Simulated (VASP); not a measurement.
# AgCl (Chlorargyrite) (Fm-3m) in VASP: further runs

The runs below take AgCl (Chlorargyrite) through single point, with PBE, LDA.

All numbers are computed with VASP 6.6.1; they aren't measurements. Logs are shortened: lines on timing, memory, paths and dates and some standing lists are left out, and cuts for length are marked.

**The experiment to reproduce.**

From a printed reference work, data compilation, for a bulk crystal of AgCl: band gap 3.249 eV (indirect).

The results are compared with them further down.

### 1 The structure

The structure is cubic, space group Fm-3m (No. 225). The conventional cell has a = 5.470 Å, b = 5.470 Å, c = 5.470 Å, α = 90.00°, β = 90.00°, γ = 90.00°. Ag (site symmetry m-3m) is surrounded by 6 Cl at 2.73 Å. Cl (site symmetry m-3m) is surrounded by 6 Ag at 2.73 Å.

### 2 Single point, PBE

INCAR

```
SYSTEM = AgCl
PREC = Accurate ; ENCUT = 500
EDIFF = 1E-6 ; ISMEAR = 0
SIGMA = 0.02 ; LREAL = .FALSE.
LASPH = .TRUE. ; NELM = 80
ALGO = Fast ; ISIF = 2
LWAVE = .FALSE. ; LCHARG = .FALSE.
GGA = PE ; NBANDS = 16
```

KPOINTS

```
regular mesh
0
G
  4 4 4
  0 0 0
```

POSCAR

```
AgCl
1.0
    0.0000000000      2.7350000000      2.7350000000
    2.7350000000      0.0000000000      2.7350000000
    2.7350000000      2.7350000000      0.0000000000
Ag Cl
1 1
Direct
    0.0000000000      0.0000000000      0.0000000000
    0.5000000000      0.5000000000      0.5000000000
```

Potentials or basis: VASP PAW PBE potentials, release 64 (Ag_GW, Cl_GW).

On the command line:

```sh
$ cat potpaw_PBE.64/Ag_GW/POTCAR potpaw_PBE.64/Cl_GW/POTCAR > POTCAR
$ mpirun -np 1 vasp_std > vasp.out
```

OUTCAR:

```text
SYSTEM = AgCl
   PREC = Accurate
   ENCUT = 500
   EDIFF = 1E-6
   ISMEAR = 0
   LREAL = .FALSE.
   LASPH = .TRUE.
   NELM = 80
   ISIF = 2
   GGA = PE

 ion  position               nearest neighbor table
   1  0.000  0.000  0.000-   2 2.73   2 2.73   2 2.73   2 2.73   2 2.73   2 2.73
   2  0.500  0.500  0.500-   1 2.73   1 2.73   1 2.73   1 2.73   1 2.73   1 2.73

  LATTYP: Found a face centered cubic cell.
 ALAT       =     5.4700000000

  Lattice vectors:

 A1 = (   0.0000000000,   2.7350000000,   2.7350000000)
 A2 = (   2.7350000000,   0.0000000000,   2.7350000000)
 A3 = (   2.7350000000,   2.7350000000,   0.0000000000)

Analysis of symmetry for initial positions (statically):
=====================================================================
 Subroutine PRICEL returns:
 Original cell was already a primitive cell.

 Routine SETGRP: Setting up the symmetry group for a
 face centered cubic supercell.

 Subroutine GETGRP returns: Found 48 space group operations
 (whereof 48 operations were pure point group operations)
 out of a pool of 48 trial point group operations.

The static configuration has the point symmetry O_h .

Analysis of symmetry for dynamics (positions and initial velocities):
=====================================================================
 Subroutine PRICEL returns:
 Original cell was already a primitive cell.

 Routine SETGRP: Setting up the symmetry group for a
 face centered cubic supercell.

 Subroutine GETGRP returns: Found 48 space group operations
 (whereof 48 operations were pure point group operations)
 out of a pool of 48 trial point group operations.

The dynamic configuration has the point symmetry O_h .

 Subroutine INISYM returns: Found 48 space group operations
 (whereof 48 operations are pure point group operations),
 and found     1 'primitive' translations

----------------------------------------------------------------------------------------

                                     Primitive cell

  volume of cell :      40.9168

  direct lattice vectors                    reciprocal lattice vectors
     0.000000000  2.735000000  2.735000000    -0.182815356  0.182815356  0.182815356
     2.735000000  0.000000000  2.735000000     0.182815356 -0.182815356  0.182815356
     2.735000000  2.735000000  0.000000000     0.182815356  0.182815356 -0.182815356

  length of vectors
     3.867874093  3.867874093  3.867874093     0.316645486  0.316645486  0.316645486

  position of ions in fractional coordinates (direct lattice)
     0.000000000  0.000000000  0.000000000
     0.500000000  0.500000000  0.500000000

  ion indices of the primitive-cell ions
   primitive index   ion index
                 1           1
                 2           2

----------------------------------------------------------------------------------------

 KPOINTS: regular mesh

Automatic generation of k-mesh.
 Grid dimensions read from file:
 generate k-points for:    4    4    4

 Generating k-lattice:

  Cartesian coordinates                     Fractional coordinates (reciprocal lattice)
    -0.045703839  0.045703839  0.045703839     0.250000000  0.000000000  0.000000000
     0.045703839 -0.045703839  0.045703839     0.000000000  0.250000000  0.000000000
     0.045703839  0.045703839 -0.045703839     0.000000000  0.000000000  0.250000000

  Length of vectors
     0.079161371  0.079161371  0.079161371

  Shift w.r.t. Gamma in fractional coordinates (k-lattice)
     0.000000000  0.000000000  0.000000000

 Subroutine IBZKPT returns following result:
 ===========================================

 Found      8 irreducible k-points:

 Following reciprocal coordinates:
            Coordinates               Weight
  0.000000  0.000000  0.000000      1.000000
  0.250000  0.000000  0.000000      8.000000
  0.500000  0.000000  0.000000      4.000000
  0.250000  0.250000  0.000000      6.000000
  0.500000  0.250000  0.000000     24.000000
 -0.250000  0.250000  0.000000     12.000000
  0.500000  0.500000  0.000000      3.000000
 -0.250000  0.500000  0.250000      6.000000
   k-points           NKPTS =      8   k-points in BZ     NKDIM =      8   number of bands    NBANDS=     16
   number of dos      NEDOS =    301   number of ions     NIONS =      2
   total plane-waves  NPLWV =  21952
   dimension x,y,z NGX =    28 NGY =   28 NGZ =   28
   dimension x,y,z NGXF=    56 NGYF=   56 NGZF=   56
   ions per type =               1   1
   NGX,Y,Z   is equivalent  to a cutoff of  12.03, 12.03, 12.03 a.u.
   NGXF,Y,Z  is equivalent  to a cutoff of  24.07, 24.07, 24.07 a.u.
 SYSTEM =  AgCl
   PREC   = accura    normal or accurate (medium, high low for compatibility)
   ISTART =      0    job   : 0-new  1-cont  2-samecut
   ICHARG =      2    charge: 1-file 2-atom 10-const
   ISPIN  =      1    spin polarized calculation?
   LNONCOLLINEAR =      F non collinear calculations
   LSORBIT =      F    spin-orbit coupling
   LASPH  =      T    aspherical Exc in radial PAW
   ENCUT  =  500.0 eV  36.75 Ry    6.06 a.u.   7.05  7.05  7.05*2*pi/ulx,y,z
   NELM   =     80;   NELMIN=  2; NELMDL= -5     # of ELM steps
   EDIFF  = 0.1E-05   stopping-criterion for ELM
   LREAL  =      F    real-space projection
   EDIFFG = 0.1E-04   stopping-criterion for IOM
   NSW    =      0    number of steps for IOM
   IBRION =     -1    ionic relax: 0-MD 1-quasi-New 2-CG
   NFREE  =      0    steps in history (QN), initial steepest desc. (CG)
   ISIF   =      2    stress and relaxation
   ISYM   =      2    0-nonsym 1-usesym 2-fastsym
   POTIM  = 0.5000    time-step for ionic-motion
   TEBEG  =    0.0;   TEEND  =   0.0 temperature during run
   PSTRESS=    0.0 pullay stress
   NELECT =      18.0000    total number of electrons
   NUPDOWN=      -1.0000    fix difference up-down
   EMIN   =  10.00;   EMAX   =-10.00  energy-range for DOS
   EFERMI =   0.00;   METHOD = LEGACY
   ISMEAR =     0;   SIGMA  =   0.02  broadening in eV -4-tet -1-fermi 0-gaus
   EFERMI_NEDOS =   21; number of points for ismear=-14 and -15
   IALGO  =     68    algorithm
   IMIX   =      4    mixing-type and parameters
     AMIX     =   0.40;   BMIX     =  1.00
     AMIX_MAG =   1.60;   BMIX_MAG =  1.00
  volume/ion in A,a.u.               =      20.46       138.06
  Fermi-wavevector in a.u.,A,eV,Ry     =   1.245083  2.352866 21.092186  1.550232
  Thomas-Fermi vector in A             =   2.379321
   LORBIT       =      0    0 simple, 1 ext, 2 COOP (PROOUT), +10 PAW based schemes
   GGA     = PE    functional components
   LHFCALC =     F    Hartree Fock is set to
   AEXX    =    0.0000 exact exchange contribution
   IVDW    =     0    specifies the selected vdW correction
   LEPSILON=     F    determine dielectric tensor
   LRPA    =     F    only Hartree local field effects (RPA)
 non-spin polarized calculation
 RMM-DIIS sequential band-by-band and
 Gauss-broadening in eV      SIGMA  =   0.02
  energy-cutoff  :      500.00
  volume of cell :       40.92
 maximum number of plane-waves:      1056
   NGX = 15   NGY = 15   NGZ = 15

 number of electron      18.0000000 magnetization

 Free energy of the ion-electron system (eV)
  ---------------------------------------------------
  ext. energy  EPLUGINS =         0.00000000
  ---------------------------------------------------
  free energy    TOTEN  =        -5.35398428 eV

  energy without entropy =       -5.35398428  energy(sigma->0) =       -5.35398428

 E-fermi :   4.4370     XC(G=0): -10.1938

 val. band max:        4.2537171433   @ k =   0.5000   0.0000   0.0000
 cond. band min:       5.1528710488   @ k =   0.0000   0.0000   0.0000
 fundamental gap:      0.8991539055
 Fermi energy:         4.4370270700

 k-point     1 :       0.0000    0.0000    0.0000
  band No.  band energies     occupation
      1     -11.1768      2.00000
      2       1.6297      2.00000
      3       1.6297      2.00000
      4       1.6297      2.00000
      5       1.6744      2.00000
      6       1.6744      2.00000
[... 8 lines left out ...]
     15      17.7320      0.00000
     16      17.8065      0.00000

 k-point     2 :       0.2500    0.0000    0.0000
  band No.  band energies     occupation
      1     -10.9397      2.00000
      2      -0.2087      2.00000
      3       0.3349      2.00000
      4       0.3349      2.00000
      5       1.8292      2.00000
      6       1.8292      2.00000
[... 8 lines left out ...]
     15      16.3261      0.00000
     16      17.0003      0.00000

 k-point     3 :       0.5000    0.0000    0.0000
  band No.  band energies     occupation
      1     -10.6784      2.00000
      2      -1.3397      2.00000
      3      -0.1837      2.00000
      4      -0.1837      2.00000
      5       2.0369      2.00000
      6       2.0369      2.00000
[... 8 lines left out ...]
     15      17.5847      0.00000
     16      17.6895      0.00000

 k-point     4 :       0.2500    0.2500    0.0000
  band No.  band energies     occupation
      1     -10.8938      2.00000
      2      -0.5103      2.00000
      3       0.9821      2.00000
      4       0.9821      2.00000
      5       1.4466      2.00000
      6       1.7775      2.00000
[... 8 lines left out ...]
     15      17.3834      0.00000
     16      18.3816      0.00000

 k-point     5 :       0.5000    0.2500    0.0000
  band No.  band energies     occupation
      1     -10.6728      2.00000
      2      -0.7089      2.00000
      3      -0.0553      2.00000
      4       0.1940      2.00000
      5       1.7781      2.00000
      6       2.0903      2.00000
[... 8 lines left out ...]
     15      17.3834      0.00000
     16      18.1702      0.00000

 k-point     6 :      -0.2500    0.2500    0.0000
  band No.  band energies     occupation
      1     -10.7214      2.00000
      2      -0.8541      2.00000
      3      -0.1062      2.00000
      4       0.2391      2.00000
      5       1.9246      2.00000
      6       2.0271      2.00000
[... 8 lines left out ...]
     15      17.3834      0.00000
     16      18.2240      0.00000

 k-point     7 :       0.5000    0.5000    0.0000
  band No.  band energies     occupation
      1     -10.6651      2.00000
      2      -0.3790      2.00000
      3       0.9749      2.00000
      4       0.9749      2.00000
      5       1.2672      2.00000
      6       1.8824      2.00000
[... 8 lines left out ...]
     15      17.3825      0.00000
     16      18.9197      0.00000

 k-point     8 :      -0.2500    0.5000    0.2500
  band No.  band energies     occupation
      1     -10.6249      2.00000
      2      -0.2293      2.00000
      3      -0.0265      2.00000
      4      -0.0265      2.00000
      5       2.1237      2.00000
      6       2.1237      2.00000
[... 8 lines left out ...]
     15      17.7848      0.00000
     16      17.7853      0.00000

------------------------ aborting loop because EDIFF is reached ----------------------------------------

  FORCE on cell =-STRESS in cart. coord.  units (eV):
  Direction    XX          YY          ZZ          XY          YZ          ZX
  --------------------------------------------------------------------------------------
  -------------------------------------------------------------------------------------
  Total        1.0323580      1.0323580      1.0323580     -0.0000000     -0.0000000      0.0000000
  in kB       40.4239659     40.4239659     40.4239659     -0.0000000     -0.0000000      0.0000000
  external PRESSURE =      40.4239659 kB  Pullay stress =       0.0000000 kB

 VOLUME and BASIS-vectors are now :
 -----------------------------------------------------------------------------
  energy-cutoff  :      500.00
  volume of cell :       40.92
      direct lattice vectors                 reciprocal lattice vectors
     0.000000000  2.735000000  2.735000000    -0.182815356  0.182815356  0.182815356
     2.735000000  0.000000000  2.735000000     0.182815356 -0.182815356  0.182815356
     2.735000000  2.735000000  0.000000000     0.182815356  0.182815356 -0.182815356

 POSITION                                       TOTAL-FORCE (eV/Angst)
 -----------------------------------------------------------------------------------
      0.00000      0.00000      0.00000        -0.000000     -0.000000     -0.000000
      2.73500      2.73500      2.73500         0.000000      0.000000      0.000000
 -----------------------------------------------------------------------------------
    total drift:                                0.000000      0.000000      0.000000

  FREE ENERGIE OF THE ION-ELECTRON SYSTEM (eV)
  ---------------------------------------------------
  free  energy   TOTEN  =        -5.3539842807 eV

  energy  without entropy=       -5.3539842807  energy(sigma->0) =       -5.35398428
```

Run time: 5.5 s. Hardware: 1 thread of Intel Xeon 6975P-C (Granite Rapids), shared host; peak memory 0.16 GiB.

Results:

| Item | Value |
| --- | --- |
| Free energy | -5.3540 eV |
| Pressure | 4.0 GPa |
| Band gap on the k mesh | 0.90 eV, indirect (least direct gap 3.39 eV) |

Caveat: the k mesh is coarse (spacing up to 0.50 Å⁻¹), so the values aren't converged.

### 3 Single point, LDA

INCAR

```
PREC     = Accurate       # precision mode
ENCUT    = 500            # plane-wave cutoff, eV
EDIFF    = 1E-6           # SCF threshold, eV
ISMEAR   = 0              # smearing method
SIGMA    = 0.02           # smearing width, eV
LREAL    = F              # projectors in reciprocal space
LASPH    = T              # aspherical terms in the spheres
NELM     = 100            # most SCF steps
ALGO     = Normal         # electronic algorithm
ISIF     = 2              # what is computed and relaxed
LWAVE    = F              # write WAVECAR
LCHARG   = T              # write CHGCAR
GGA      = CA             # functional
LELF     = T              # ELF
LVHAR    = T
```

KPOINTS

```
Automatic mesh
0
Gamma
  8 8 8
```

POSCAR

```
AgCl
3.8679
    0.000000000000      0.707102045037      0.707102045037
    0.707102045037      0.000000000000      0.707102045037
    0.707102045037      0.707102045037      0.000000000000
Ag Cl
1 1
Direct
    0.0000000000      0.0000000000      0.0000000000
    0.5000000000      0.5000000000      0.5000000000
```

Potentials or basis: VASP PAW LDA potentials, release 64 (Ag, Cl).

On the command line:

```sh
$ cat potpaw_LDA.64/Ag/POTCAR potpaw_LDA.64/Cl/POTCAR > POTCAR
$ mpirun -np 1 vasp_std > vasp.out
```

Wall time 4.9 s (1 thread of Intel Xeon 6975P-C (Granite Rapids), shared host); peak memory 0.15 GiB.

It converged, with:

```
Free energy            : -6.7624 eV
Pressure               : -3.8 GPa
Band gap on the k mesh : 0.64 eV, indirect (least direct gap 3.11 eV)
```

Levels at points of the mesh, in eV from the valence-band top:
| k point | band 6 | band 7 | band 8 | band 9 | band 10 | band 11 | band 12 | band 13 |
| --- | --- | --- | --- | --- | --- | --- | --- | --- |
| (0.00, 0.00, 0.00) | -2.66 | -2.48 | -2.48 | -2.48 | 0.64 | 10.73 | 10.73 | 10.73 |
| (0.50, 0.00, 0.00) | -2.28 | -1.94 | 0.00 | 0.00 | 3.86 | 6.57 | 7.37 | 7.37 |
| (0.50, 0.50, 0.00) | -2.44 | -2.14 | -2.14 | -2.03 | 2.05 | 7.80 | 8.52 | 11.44 |

### 4 Comparison with measurements

Step 3. A measured gap of AgCl is 3.249 eV (indirect; a printed reference work, data compilation); the calculated 0.64 eV misses it by -2.61 eV. So large a miss can be the level of theory's own, or it may mean another phase, state or a wrong row. Spin-orbit coupling on Ag is left out. The value is that of LDA on a finite k mesh, which can miss the band edges, without temperature or zero-point motion. Semilocal functionals fall short of measured gaps as a rule.
